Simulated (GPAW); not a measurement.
# Pd (P6_3/mmc) in GPAW: band structure with TPSS

Aim: the band structure of Pd with TPSS.

Program: GPAW 26.7.0. These are calculated values, not measurements. Logs are shortened: lines on timing, memory, paths and dates and some standing lists are left out, and cuts for length are marked. The log counts tension as positive stress, the text compression.

**1. The crystal as given**

Symmetry: P6_3/mmc, No. 194, hexagonal system. Conventional cell: a = 2.784 Å, b = 2.784 Å, c = 4.629 Å, α = 90.00°, β = 90.00°, γ = 120.00°. Pd (site symmetry -6m2) has 12 Pd at 2.78 to 2.82 Å as nearest neighbours.

This isn't the form of Pd at room conditions, which is fcc.

**2. Band structure, TPSS**

The input, run.py:

```python
from ase.dft.bandgap import bandgap
from ase.io import read, write
from ase.units import GPa
from gpaw import GPAW, PW

atoms = read('Pd.xyz')

calc = GPAW(mode=PW(600),
            xc='MGGA_X_TPSS+MGGA_C_TPSS',
            kpts={'size': (8, 8, 4), 'gamma': True},
            occupations={'name': 'fermi-dirac', 'width': 0.05},
            nbands=29,
            convergence={'density': 1e-05, 'energy': 1e-05},
            eigensolver='davidson',
            maxiter=150,
            txt='gpaw.txt')
atoms.calc = calc
energy = atoms.get_potential_energy()
forces = atoms.get_forces()
stress = atoms.get_stress()
calc.write('gs.gpw')
write('result.traj', atoms)
print(f'Energy: {energy:.6f} eV')
print('Forces (eV/A):')
print(forces.round(4))
print('Stress (GPa):', (stress / GPa).round(3))
print('Fermi level:', round(calc.get_fermi_level(), 4), 'eV')
print(f'Gap: {bandgap(calc)[0]:.4f} eV, direct: {bandgap(calc, direct=True)[0]:.4f} eV')

path = atoms.cell.bandpath('GMKGALHA,LM,KH', npoints=60, eps=1e-4)
bs_calc = calc.fixed_density(kpts=path, symmetry='off', nbands=41,
                             convergence={'bands': 'CBM+6.0', 'eigenstates': 1e-6}, txt='bands.txt')
bs = bs_calc.band_structure()
bs.write('bs.json')
print(f'Gap on the path: {bandgap(bs_calc)[0]:.4f} eV')
```

The input, Pd.xyz:

```xyz
2
Lattice="2.7836650458 0.0000000000 0.0000000000 -1.3918325229 2.4107246453 0.0000000000 0.0000000000 0.0000000000 4.6288930000" Properties=species:S:1:pos:R:3 pbc="T T T"
Pd    -0.0000000001      1.6071497636      1.1572232500
Pd     1.3918325230      0.8035748817      3.4716697500
```

Potentials or basis: GPAW PAW data sets (gpaw-data 1.2.1), pw.

On the command line:

```sh
$ OMP_NUM_THREADS=1 python run.py
```

gpaw.txt:

```text
__  _  _
 | _ |_)|_||  |
 |__||  | ||/\| - 26.7.0

Input parameters:
  mode=PW(ecut=600.0),
  convergence={'density': 1e-05, 'energy': 1e-05},
  eigensolver=Davidson(niter=2),
  kpts=MonkhorstPack(size=(8, 8, 4), gamma=True),
  maxiter=150,
  nbands=29,
  occupations=Occupations(name='fermi-dirac', width=0.05),
  xc=XC(name='MGGA_X_TPSS+MGGA_C_TPSS')

Diagonalizing LCAO Hamiltonian
Converting LCAO to pw mode

          Pd

        Pd

Atoms  # Å, Bohr magnetons
|   | symbol |         x |        y |        z |    initial magnetic moments |
|---|--------|-----------|----------|----------|-----------------------------|
| 0 |     Pd | -0.000000 | 1.607150 | 1.157223 | ( 0.0000,  0.0000,  0.0000) |
| 1 |     Pd |  1.391833 | 0.803575 | 3.471670 | ( 0.0000,  0.0000,  0.0000) |

Unit cell  # Å
| periodic |         x |        y |        z |  lengths |     angles |
|----------|-----------|----------|----------|----------|------------|
|      yes |  2.783665 | 0.000000 | 0.000000 | 2.783665 |  90.000000 |
|      yes | -1.391833 | 2.410725 | 0.000000 | 2.783665 |  90.000000 |
|      yes |  0.000000 | 0.000000 | 4.628893 | 4.628893 | 120.000000 |

Number of symmetries: 12
Symmetry operations  # r_c * U_cc + t_c -> r_c
|    | kind |            matrix            |
|----|------|------------------------------|
|  0 |  σ   |  1, 1, 0,  0,-1, 0,  0, 0, 1 |
|  1 |  S6  |  1, 1, 0, -1, 0, 0,  0, 0,-1 |
|  2 |  E   |  1, 0, 0,  0, 1, 0,  0, 0, 1 |
|  3 |  C2  |  1, 0, 0, -1,-1, 0,  0, 0,-1 |
|  4 |  C2  |  0, 1, 0,  1, 0, 0,  0, 0,-1 |
|  5 |  C3  |  0, 1, 0, -1,-1, 0,  0, 0, 1 |
|  6 |  S6  |  0,-1, 0,  1, 1, 0,  0, 0,-1 |
|  7 |  σ   |  0,-1, 0, -1, 0, 0,  0, 0, 1 |
|  8 |  σ   | -1, 0, 0,  1, 1, 0,  0, 0, 1 |
|  9 |  i   | -1, 0, 0,  0,-1, 0,  0, 0,-1 |
| 10 |  C3  | -1,-1, 0,  1, 0, 0,  0, 0, 1 |
| 11 |  C2  | -1,-1, 0,  0, 1, 0,  0, 0,-1 |

BZ-sampling:
  Number of BZ points: 256
  Number of IBZ points: 35

  Monkhorst-Pack size: [8, 8, 4]
  Monkhorst-Pack shift: [0.0625, 0.0625, 0.125]

K-points  # in reciprocal-cell coordinates
|     |                                coordinates |     weight |
|-----|--------------------------------------------|------------|
|   0 | (  0.00000000,   0.00000000,   0.00000000) | 0.00390625 |
|   1 | (  0.00000000,   0.00000000,   0.25000000) | 0.00781250 |
|   2 | (  0.00000000,   0.00000000,   0.50000000) | 0.00390625 |
|   3 | (  0.12500000,   0.00000000,  -0.25000000) | 0.02343750 |
|   4 | (  0.12500000,   0.00000000,   0.00000000) | 0.02343750 |
|   5 | (  0.12500000,   0.00000000,   0.25000000) | 0.02343750 |
|   6 | (  0.12500000,   0.00000000,   0.50000000) | 0.02343750 |
|   7 | (  0.25000000,  -0.12500000,   0.00000000) | 0.02343750 |
|   8 | (  0.25000000,  -0.12500000,   0.25000000) | 0.04687500 |
|   9 | (  0.25000000,  -0.12500000,   0.50000000) | 0.02343750 |
| ... |                                            |            |
|  34 | (  0.50000000,   0.50000000,   0.50000000) | 0.01171875 |

Plane wave coefficients: 1058
Cutoff: 600.0 eV

Spin-components: 1 (collinear spins)
Bands:           29
Projectors:      12
Spin-degeneracy: 2
Datatype:        complex128

Parallelization:
  kpt:    1
  domain: 1
  band:   1

Density:
  Valence electrons: 32.0
  Components: 1
  Grid points: [16 16 27]
  Charge: 0.0  # |e|

Potential:
  Grid points: [16 16 27]

species:
  Pd:
    name:    Palladium
    Z:       46.0
    valence: 16
    core:    30
    charge:  0.0  # [|e|]
    compensation charges:
      type: gauss
      rc: 0.38  # [Å]
      lmax: 2
    cutoffs:
      filter: 2.38  # [Å]
      core: 2.28  # [Å]
    projectors
    | kind |    occ | energy [eV] | rcut [Å] |
    |------|--------|-------------|----------|
    |   5s |  0.000 |      -3.315 |    1.228 |
    |   4p |  6.000 |     -51.209 |    1.360 |
    |   5p |  0.000 |      -0.314 |    1.360 |
    |   4d | 10.000 |      -4.047 |    1.228 |
    |    s |        |      23.896 |    1.228 |
    |    d |        |      23.165 |    1.228 |

    Using partial waves for Pd as LCAO basis

Reference energy: -274454.981436  # eV

eigensolver:
  Davidson
  Converge bands: occupied
  niter=2

density mixing:
  MSR1-Mixer
  Pratt-step length: 0.05
  Maximum mixing coefficient: 0.75
  Old densities: 10
  SVD Regularization: 0.005
  Good broyden scale: 1.0
  Trust region scale: 1.0
  Backstep threshold: 4.0
  History deletion threshold: 6.0
  Fourier metric: weight=20.0, sigma=0.015

occupation numbers:
  Fermi-Dirac:
    width: 0.0500  # eV

poisson solver:
  ecut: 4800.0  # eV

xc functional:
  name: MGGA_X_TPSS+MGGA_C_TPSS with 2 nearest neighbor stencil

convergence criteria:
- Maximum integral of absolute [dens]ity change: 1e-05 electrons / valence electron
- Maximum [total energy] change in last 3 cyles: 1e-05 eV / valence electron
- Maximum integral of absolute [eigenst]ate change: 4e-08 eV^2 / valence electron
maximum number of iterations: 150

SCF iterations
|iter     | |      energy | eigst |  dens |
|---------|-|-------------|-------|-------|
|iter:   1| |  288.015736 | +3.07 |       |
|iter:   2| |  -22.246422 | +0.72 | -0.73 |
|iter:   3| |  -23.924242 | -1.29 | -0.89 |
|iter:   4| |  -22.399722 | -1.90 | -0.90 |
|iter:   5| |  -21.036351 | -1.52 | -1.04 |
|iter:   6| |  -21.424804 | -1.54 | -1.43 |
|iter:   7| |  -21.586069 | -2.95 | -1.39 |
|iter:   8| |  -21.625241 | -3.87 | -1.31 |
|iter:   9| |  -21.083679 | -2.31 | -1.30 |
|iter:  10| |  -21.265524 | -2.82 | -1.61 |
|iter:  11| |  -21.115205 | -3.22 | -1.45 |
|iter:  12| |  -20.929654 | -2.59 | -1.56 |
|iter:  13| |  -20.917984 | -3.16 | -2.04 |
|iter:  14| |  -20.918297 | -4.19 | -2.69 |
|iter:  15| |  -20.918491 | -3.95 | -2.92 |
|iter:  16| |  -20.918556c| -4.12 | -3.39 |
|iter:  17| |  -20.918571c| -4.85 | -4.26 |
|iter:  18| |  -20.918573c| -5.47 | -4.62 |
|iter:  19| |  -20.918574c| -6.24 | -4.71 |
|iter:  20| |  -20.918574c| -6.97 | -5.56c|
|iter:  21| |  -20.918574c| -7.63c| -6.21c|

Converged in 21 steps
Energy contributions relative to reference atoms: (reference = -274454.981436)

Energy contributions:
  Kinetic:         -13.171236
  Coulomb:           2.831178
  Zero:             -0.136849
  External:          0.000000
  Xc:              -10.421241
  Entropy:          -0.040853
  Spinorbit:         0.000000
  ----------------------------
  Free energy:     -20.939001
  Extrapolated:    -20.918574

dipole moment: (-0.000000, -0.000001, -0.000001)  # |e|*Ang

Fermi level: 8.645
Eigenvalues  # (at kpt = [0.000, 0.000, 0.000])
| band index |      eig [eV] | occ [0-2] |
|------------|---------------|-----------|
|          0 |       -41.662 |     2.000 |
|        ... |               |           |
|          9 |         6.079 |     2.000 |
|         10 |         6.079 |     2.000 |
|         11 |         6.413 |     2.000 |
|         12 |         6.413 |     2.000 |
|         13 |         7.054 |     2.000 |
|         14 |         7.054 |     2.000 |
[... 8 lines left out ...]
|         23 |        31.216 |     0.000 |
|         24 |        32.819 |     0.000 |
|        ... |               |           |
|         28 |        33.969 |     0.000 |

No gap
No difference between direct/indirect transitions

Forces  # eV/Ang
|        x |        y |        z |
|----------|----------|----------|
| -0.00000 | -0.00000 |  0.00002 |  # Pd   0
|  0.00000 |  0.00000 | -0.00002 |  # Pd   1

Stress tensor  # eV/Ang^3
|        x |         y |        z |
|----------|-----------|----------|
| 0.046201 | -0.000000 | 0.000000 |
| 0.000000 |  0.046201 | 0.000000 |
| 0.000000 |  0.000000 | 0.041141 |

# Writing to gs.gpw (mode='')
```

Run time: 76 s. Hardware: 1 thread of Intel Xeon 6975P-C (Granite Rapids), shared host; peak memory 0.29 GiB.

What came out:

```
Free energy             : -20.9390 eV
Pressure                : -7.1 GPa
Band gap along the path : none (metal or under the smearing width)
```

Levels at the corners of the path, in eV from the Fermi level:
```csv
point,band 14,band 15,band 16,band 17,band 18
Γ,-1.59,-1.59,-0.26,-0.26,0.88
M,-0.01,0.00,0.17,2.50,4.41
K,-0.47,-0.47,-0.38,5.71,6.03
Γ,-1.59,-1.59,-0.26,-0.26,0.88
A,-2.61,-0.68,-0.68,-0.68,-0.68
L,-0.44,0.09,0.09,2.60,2.60
H,-1.71,-0.17,-0.17,6.78,6.78
A,-2.61,-0.68,-0.68,-0.68,-0.68
L,-0.44,0.09,0.09,2.60,2.60
M,-0.01,0.00,0.17,2.50,4.41
K,-0.47,-0.47,-0.38,5.71,6.03
H,-1.71,-0.17,-0.17,6.78,6.78
```

Caveat: the PAW data sets were made with another functional, which shifts forces and pressure a little.

**3. The reference run**

An earlier run on the cell as given: functional PBE; potentials or basis GPAW PAW data sets (gpaw-data 1.2.1); cutoff 600 eV; basis pw; k mesh 11 × 11 × 6; occupations fermi-dirac, width 0.05 eV; no spin polarisation.

- Pressure: -1.4 GPa
- Band gap on the k mesh: none (metal or under the smearing width)
